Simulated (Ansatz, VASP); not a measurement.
# One calculation of GaAs, two programs

File INCAR:

```
SYSTEM = GaAs
PREC     = Accurate       ! precision mode
ENCUT    = 520            ! plane-wave cutoff, eV
EDIFF    = 1E-8           ! SCF threshold, eV
ISMEAR   = -1             ! smearing method
SIGMA    = 0.05           ! smearing width, eV
LREAL    = .FALSE.        ! projectors in reciprocal space
LASPH    = .TRUE.         ! aspherical terms in the spheres
NELM     = 80             ! most SCF steps
ALGO     = Normal         ! electronic algorithm
ISIF     = 2              ! what is computed and relaxed
LWAVE    = .FALSE.        ! write WAVECAR
LCHARG   = .FALSE.        ! write CHGCAR
GGA      = PE             ! functional
LEFG     = .TRUE.       
NBANDS   = 16             ! bands
```

Contents of KPOINTS:

```
Automatic mesh
0
G
  10 10 10
  0 0 0
```

Contents of POSCAR:

```
GaAs
1.0
   -1.8807739600      1.8807739600      3.0258508800
    1.8807739600     -1.8807739600      3.0258508800
    1.8807739600      1.8807739600     -3.0258508800
Ga As
1 1
Direct
    0.0000000000      0.0000000000      0.0000000000
    0.5000000000      0.5000000000      0.0000000000
```

input.yaml

```yaml
crystal:
  lattice:
    - [-1.88077396, 1.88077396, 3.02585088]
    - [1.88077396, -1.88077396, 3.02585088]
    - [1.88077396, 1.88077396, -3.02585088]
  atoms:
    - { symbol: Ga, position: [0.0, 0.0, 0.0] }
    - { symbol: As, position: [0.5, 0.5, 0.0] }
kpoints:
  mp_grid: { grid: [10, 10, 10] }
scf:
  occupations: { method: fermi_dirac, width: 0.05 }
hamiltonian:
  xc: pbe
  pseudopotentials: { kind: all_electron, datasets: crystal }
output:
  forces: true
  stress: true
  eigenvalues: true
  efg: {}
  elf: true
  volumetric_format: npy
```

The cell was built by a generator and needn't be a form met in nature.

Alike in both runs: task electric field gradients; functional PBE; k mesh 10 × 10 × 10; occupations fermi-dirac, width 0.05 eV; no spin polarisation.

|  | VASP | Ansatz |
| --- | --- | --- |
| version | VASP 6.6.1 | Ansatz 0.2.0 |
| potentials or method | VASP PAW PBE potentials, release 64 (Ga_d, As) | all-electron PAW datasets made for the crystal |
| plane-wave cutoff (eV) | 520 | see its input |

```csv
,VASP,Ansatz,Ansatz less VASP
gap on the k mesh at the Fermi level (eV),none,none,-
pressure (GPa),-3.2,-3.4,-0.13
largest component of the traceless stress (GPa),3.91,3.82,-0.092
Vzz of the field gradient on the site that differs most (V/Å²),56.6,60.1,+3.52
```

A gap of «none» marks a metal or a gap that the smearing closes. Ansatz ran all-electron here, so the differences hold the error of VASP's frozen core and of both bases.
